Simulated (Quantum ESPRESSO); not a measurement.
# AlAu2 (I4/mmm) in Quantum ESPRESSO: equation of state

How stiff is AlAu2 in PBEsol, and what volume does it want? The cell is scaled to several volumes.

All numbers are computed with Quantum ESPRESSO 7.5; they aren't measurements. Logs are shortened: lines on timing, memory, paths and dates and some standing lists are left out, and cuts for length are marked.

### Step 1. Starting point

It takes space group I4/mmm (No. 139, tetragonal). The conventional cell has a = 3.343 Å, b = 3.343 Å, c = 8.798 Å, α = 90.00°, β = 90.00°, γ = 90.00°. Au (site symmetry 4mm) is surrounded by 5 Al at 2.73 to 3.02 Å and 5 Au at 2.75 to 2.88 Å. Al (site symmetry 4/mmm) has 10 Au at 2.73 to 3.02 Å as nearest neighbours.

The cell comes from a database or a generator and needn't be the stable form of this composition.

### Step 2. Single point, PBEsol, 15.40 Å³/atom

Input file pw.in:

```
&CONTROL
  calculation = 'scf'
  prefix = 'pwscf'
  outdir = './tmp'
  pseudo_dir = './pseudo'
  tprnfor = .true.
  tstress = .true.
  disk_io = 'nowf'
/
&SYSTEM
  ibrav = 0
  nat = 3
  ntyp = 2
  ecutwfc = 45
  ecutrho = 360
  nbnd = 19
  occupations = 'smearing'
  smearing = 'fd'
  degauss = 0.00367493
/
&ELECTRONS
  conv_thr = 6d-10
  electron_maxstep = 120
  mixing_beta = 0.5
/
ATOMIC_SPECIES
Au   196.9666 au_pbesol_v1.uspp.F.UPF
Al    26.9815 al_pbesol_v1.uspp.F.UPF
CELL_PARAMETERS angstrom
  -1.6373923602    1.6373923602    4.3092729963
   1.6373923602   -1.6373923602    4.3092729963
   1.6373923602    1.6373923602   -4.3092729963
ATOMIC_POSITIONS crystal
Au     0.3437272000    0.3437272000    0.0000000000
Au     0.6562728000    0.6562728000    0.0000000000
Al     0.0000000000    0.0000000000    0.0000000000
K_POINTS automatic
11 11 11 0 0 0
```

Potentials or basis: GBRV 1.5 PBEsol.

The run is started by

```bash
$ OMP_NUM_THREADS=1 mpirun -n 2 pw.x -nk 2 -in pw.in > pw.out
```

pw.out:

```text
This program is part of the open-source Quantum ESPRESSO suite
     for quantum simulation of materials; please cite
         "P. Giannozzi et al., J. Phys.:Condens. Matter 21 395502 (2009);
         "P. Giannozzi et al., J. Phys.:Condens. Matter 29 465901 (2017);
         "P. Giannozzi et al., J. Chem. Phys. 152 154105 (2020);
     in publications or presentations arising from this work. More details at

     Message from routine setup:
     using ibrav=0 with symmetry is DISCOURAGED, use correct ibrav instead

     K-points division:     npool     =       2
     Subspace diagonalization in iterative solution of the eigenvalue problem:
     a serial algorithm will be used

     G-vector sticks info
     --------------------
     sticks:   dense  smooth     PW     G-vecs:    dense   smooth      PW
     Sum        2039    1009    337                36001    12743    2451

     Using Slab Decomposition

     bravais-lattice index     =            0
     lattice parameter (alat)  =       9.2446  a.u.
     unit-cell volume          =     311.8646 (a.u.)^3
     number of atoms/cell      =            3
     number of atomic types    =            2
     number of electrons       =        25.00
     number of Kohn-Sham states=           19
     kinetic-energy cutoff     =      45.0000  Ry
     charge density cutoff     =     360.0000  Ry
     scf convergence threshold =      6.0E-10
     mixing beta               =       0.5000
     number of iterations used =            8  plain     mixing
     Exchange-correlation= SLA  PW   PSX  PSC
                           (   1   4  10   8   0   0   0)

     celldm(1)=   9.244594  celldm(2)=   0.000000  celldm(3)=   0.000000
     celldm(4)=   0.000000  celldm(5)=   0.000000  celldm(6)=   0.000000

     crystal axes: (cart. coord. in units of alat)
               a(1) = (  -0.334706   0.334706   0.880877 )
               a(2) = (   0.334706  -0.334706   0.880877 )
               a(3) = (   0.334706   0.334706  -0.880877 )

     reciprocal axes: (cart. coord. in units 2 pi/alat)
               b(1) = (  0.000000  1.493847  0.567616 )
               b(2) = (  1.493847  0.000000  0.567616 )
               b(3) = (  1.493847  1.493847  0.000000 )

     PseudoPot. # 1 for Au read from file:
     au_pbesol_v1.uspp.F.UPF
     Pseudo is Ultrasoft + core correction, Zval = 11.0
     Generated by new atomic code, or converted to UPF format
     Using radial grid of  985 points,  7 beta functions with:
                l(1) =   0
                l(2) =   0
                l(3) =   1
                l(4) =   1
                l(5) =   2
                l(6) =   2
                l(7) =   3
     Q(r) pseudized with  6 coefficients,  rinner =    1.900   1.900   1.900
                                                       1.900   1.900   1.900
                                                       1.900

     PseudoPot. # 2 for Al read from file:
     al_pbesol_v1.uspp.F.UPF
     Pseudo is Ultrasoft + core correction, Zval =  3.0
     Generated by new atomic code, or converted to UPF format
     Using radial grid of  893 points,  3 beta functions with:
                l(1) =   0
                l(2) =   1
                l(3) =   2
     Q(r) pseudized with  8 coefficients,  rinner =    0.900   0.900   0.900
                                                       0.900   0.900

     atomic species   valence    mass     pseudopotential
     Au               11.00   196.96660     Au( 1.00)
     Al                3.00    26.98150     Al( 1.00)

     16 Sym. Ops., with inversion, found

   Cartesian axes

     site n.     atom                  positions (alat units)
         1        Au     tau(   1) = (  -0.0000000  -0.0000000   0.6055625  )
         2        Au     tau(   2) = (  -0.0000000  -0.0000000   1.1561906  )
         3        Al     tau(   3) = (   0.0000000   0.0000000   0.0000000  )

     number of k points=   126  Fermi-Dirac smearing, width (Ry)=  0.0037

     Number of k-points >= 100: set verbosity='high' to print them.

     Dense  grid:    36001 G-vectors     FFT dimensions: (  60,  60,  60)

     Smooth grid:    12743 G-vectors     FFT dimensions: (  40,  40,  40)

     Initial potential from superposition of free atoms

     starting charge      24.9974, renormalised to      25.0000
     Starting wfcs are   22 randomized atomic wfcs

     Self-consistent Calculation

     iteration #  1     ecut=    45.00 Ry     beta= 0.50
     Davidson diagonalization with overlap
     ethr =  1.00E-02,  avg # of iterations =  4.6

     total energy              =    -236.09363136 Ry
     estimated scf accuracy    <       0.39557966 Ry

     iteration #  2     ecut=    45.00 Ry     beta= 0.50
     Davidson diagonalization with overlap
     ethr =  1.58E-03,  avg # of iterations =  2.0

     total energy              =    -236.21846150 Ry
     estimated scf accuracy    <       0.11898436 Ry

     iteration #  3     ecut=    45.00 Ry     beta= 0.50
     Davidson diagonalization with overlap
     ethr =  4.76E-04,  avg # of iterations =  1.3

     total energy              =    -236.23752359 Ry
     estimated scf accuracy    <       0.00218502 Ry

     iteration #  4     ecut=    45.00 Ry     beta= 0.50
     Davidson diagonalization with overlap
     ethr =  8.74E-06,  avg # of iterations =  4.5

     total energy              =    -236.23798144 Ry
     estimated scf accuracy    <       0.00068714 Ry

     iteration #  5     ecut=    45.00 Ry     beta= 0.50
     Davidson diagonalization with overlap
     ethr =  2.75E-06,  avg # of iterations =  2.5

     total energy              =    -236.23813147 Ry
     estimated scf accuracy    <       0.00017566 Ry

     iteration #  6     ecut=    45.00 Ry     beta= 0.50
     Davidson diagonalization with overlap
     ethr =  7.03E-07,  avg # of iterations =  2.0

     total energy              =    -236.23817531 Ry
     estimated scf accuracy    <       0.00000569 Ry

     iteration #  7     ecut=    45.00 Ry     beta= 0.50
     Davidson diagonalization with overlap
     ethr =  2.28E-08,  avg # of iterations =  3.4

     total energy              =    -236.23817733 Ry
     estimated scf accuracy    <       0.00000035 Ry

     iteration #  8     ecut=    45.00 Ry     beta= 0.50
     Davidson diagonalization with overlap
     ethr =  1.39E-09,  avg # of iterations =  4.1

     total energy              =    -236.23817739 Ry
     estimated scf accuracy    <       0.00000041 Ry

     iteration #  9     ecut=    45.00 Ry     beta= 0.50
     Davidson diagonalization with overlap
     ethr =  1.39E-09,  avg # of iterations =  2.1

     total energy              =    -236.23817749 Ry
     estimated scf accuracy    <          5.5E-09 Ry

     iteration # 10     ecut=    45.00 Ry     beta= 0.50
     Davidson diagonalization with overlap
     ethr =  2.19E-11,  avg # of iterations =  5.0

     total energy              =    -236.23817749 Ry
     estimated scf accuracy    <       0.00000001 Ry

     iteration # 11     ecut=    45.00 Ry     beta= 0.50
     Davidson diagonalization with overlap
     ethr =  2.19E-11,  avg # of iterations =  2.0

     total energy              =    -236.23817749 Ry
     estimated scf accuracy    <          2.8E-09 Ry

     iteration # 12     ecut=    45.00 Ry     beta= 0.50
     Davidson diagonalization with overlap
     ethr =  1.11E-11,  avg # of iterations =  4.7

     total energy              =    -236.23817749 Ry
     estimated scf accuracy    <          4.3E-09 Ry

     iteration # 13     ecut=    45.00 Ry     beta= 0.50
     Davidson diagonalization with overlap
     ethr =  1.11E-11,  avg # of iterations =  2.1

     End of self-consistent calculation

     Number of k-points >= 100: set verbosity='high' to print the bands.

     the Fermi energy is    15.0471 ev

!    total energy              =    -236.23817749 Ry
     estimated scf accuracy    <          3.5E-10 Ry
     smearing contrib. (-TS)   =      -0.00033967 Ry
     internal energy E=F+TS    =    -236.23783782 Ry

     The total energy is F=E-TS. E is the sum of the following terms:
     one-electron contribution =      10.85954433 Ry
     hartree contribution      =      23.23340007 Ry
     xc contribution           =    -128.35739090 Ry
     ewald contribution        =    -141.97339132 Ry

     convergence has been achieved in  13 iterations

     Forces acting on atoms (cartesian axes, Ry/au):

     atom    1 type  1   force =     0.00000000    0.00000000   -0.00698461
     atom    2 type  1   force =    -0.00000000    0.00000000    0.00698461
     atom    3 type  2   force =     0.00000000    0.00000000    0.00000000

     Total force =     0.009878     Total SCF correction =     0.000112

     Computing stress (Cartesian axis) and pressure

          total   stress  (Ry/bohr**3)                   (kbar)     P=       78.96
   0.00049504  -0.00000000  -0.00000000           72.82       -0.00       -0.00
  -0.00000000   0.00049504   0.00000000           -0.00       72.82        0.00
  -0.00000000  -0.00000000   0.00062026           -0.00       -0.00       91.24

=------------------------------------------------------------------------------=
   JOB DONE.
=------------------------------------------------------------------------------=
```

It took 65 s on 2 MPI ranks of Arm Neoverse V2, shared host; peak memory 0.42 GiB.

Results:

```
Free energy            : -3214.1841 eV
Pressure               : 7.9 GPa
Largest force          : 0.180 eV/Å
Band gap on the k mesh : none (metal or under the smearing width)
```

### Step 3. Single point, PBEsol, 15.73 Å³/atom

pw.in: that of step 2 with these lines changed.

```diff
@@ -29,5 +29,5 @@
 CELL_PARAMETERS angstrom
-  -1.6373923602    1.6373923602    4.3092729963
-   1.6373923602   -1.6373923602    4.3092729963
-   1.6373923602    1.6373923602   -4.3092729963
+  -1.6489236723    1.6489236723    4.3396209891
+   1.6489236723   -1.6489236723    4.3396209891
+   1.6489236723    1.6489236723   -4.3396209891
 ATOMIC_POSITIONS crystal
```

Potentials or basis: GBRV 1.5 PBEsol.

The run is started by

```bash
$ OMP_NUM_THREADS=1 mpirun -n 2 pw.x -nk 2 -in pw.in > pw.out
```

It took 45 s on 2 MPI ranks of Arm Neoverse V2, shared host; peak memory 0.42 GiB.

It converged, with:

| Quantity | Value |
| --- | --- |
| Free energy | -3214.2206 eV |
| Pressure | 4.0 GPa |
| Largest force | 0.142 eV/Å |
| Band gap on the k mesh | none (metal or under the smearing width) |

### Step 4. Single point, PBEsol, 16.06 Å³/atom

pw.in: that of step 3 with these lines changed.

```diff
@@ -29,5 +29,5 @@
 CELL_PARAMETERS angstrom
-  -1.6489236723    1.6489236723    4.3396209891
-   1.6489236723   -1.6489236723    4.3396209891
-   1.6489236723    1.6489236723   -4.3396209891
+  -1.6602959190    1.6602959190    4.3695503555
+   1.6602959190   -1.6602959190    4.3695503555
+   1.6602959190    1.6602959190   -4.3695503555
 ATOMIC_POSITIONS crystal
```

The run is started by

```bash
$ OMP_NUM_THREADS=1 mpirun -n 2 pw.x -nk 2 -in pw.in > pw.out
```

Wall time 52 s (2 MPI ranks of Arm Neoverse V2, shared host); peak memory 0.42 GiB.

It converged, with:

* Free energy: -3214.2343 eV
* Pressure: 0.5 GPa
* Largest force: 0.102 eV/Å
* Band gap on the k mesh: none (metal or under the smearing width)

### Step 5. Single point, PBEsol, 16.39 Å³/atom

pw.in: that of step 4 with these lines changed.

```diff
@@ -29,5 +29,5 @@
 CELL_PARAMETERS angstrom
-  -1.6602959190    1.6602959190    4.3695503555
-   1.6602959190   -1.6602959190    4.3695503555
-   1.6602959190    1.6602959190   -4.3695503555
+  -1.6715144750    1.6715144750    4.3990752400
+   1.6715144750   -1.6715144750    4.3990752400
+   1.6715144750    1.6715144750   -4.3990752400
 ATOMIC_POSITIONS crystal
```

The run is started by

```bash
$ OMP_NUM_THREADS=1 mpirun -n 2 pw.x -nk 2 -in pw.in > pw.out
```

Wall time 71 s (2 MPI ranks of Arm Neoverse V2, shared host); peak memory 0.42 GiB.

Results (log left out):

```
Free energy            : -3214.2280 eV
Pressure               : -2.6 GPa
Largest force          : 0.068 eV/Å
Band gap on the k mesh : none (metal or under the smearing width)
```

### Step 6. Single point, PBEsol, 16.72 Å³/atom

pw.in: that of step 5 with these lines changed.

```diff
@@ -29,5 +29,5 @@
 CELL_PARAMETERS angstrom
-  -1.6715144750    1.6715144750    4.3990752400
-   1.6715144750   -1.6715144750    4.3990752400
-   1.6715144750    1.6715144750   -4.3990752400
+  -1.6825844299    1.6825844299    4.4282090376
+   1.6825844299   -1.6825844299    4.4282090376
+   1.6825844299    1.6825844299   -4.4282090376
 ATOMIC_POSITIONS crystal
```

Potentials or basis: GBRV 1.5 PBEsol.

The run is started by

```bash
$ OMP_NUM_THREADS=1 mpirun -n 2 pw.x -nk 2 -in pw.in > pw.out
```

Wall time 71 s (2 MPI ranks of Arm Neoverse V2, shared host); peak memory 0.44 GiB.

Results (log left out):

| Item | Value |
| --- | --- |
| Free energy | -3214.2042 eV |
| Pressure | -5.2 GPa |
| Largest force | 0.035 eV/Å |
| Band gap on the k mesh | none (metal or under the smearing width) |

### Step 7. Single point, PBEsol, 17.04 Å³/atom

pw.in: that of step 6 with these lines changed.

```diff
@@ -29,5 +29,5 @@
 CELL_PARAMETERS angstrom
-  -1.6825844299    1.6825844299    4.4282090376
-   1.6825844299   -1.6825844299    4.4282090376
-   1.6825844299    1.6825844299   -4.4282090376
+  -1.6935106090    1.6935106090    4.4569644475
+   1.6935106090   -1.6935106090    4.4569644475
+   1.6935106090    1.6935106090   -4.4569644475
 ATOMIC_POSITIONS crystal
```

The run is started by

```bash
$ OMP_NUM_THREADS=1 mpirun -n 2 pw.x -nk 2 -in pw.in > pw.out
```

It took 70 s on 2 MPI ranks of Arm Neoverse V2, shared host; peak memory 0.46 GiB.

Results (log left out):

```yaml
Free_energy: -3214.1651 eV
Pressure: -7.6 GPa
Largest_force: 0.006 eV/Å
Band_gap_on_the_k_mesh: none (metal or under the smearing width)
```

(Part 1 of 2 ends here.)
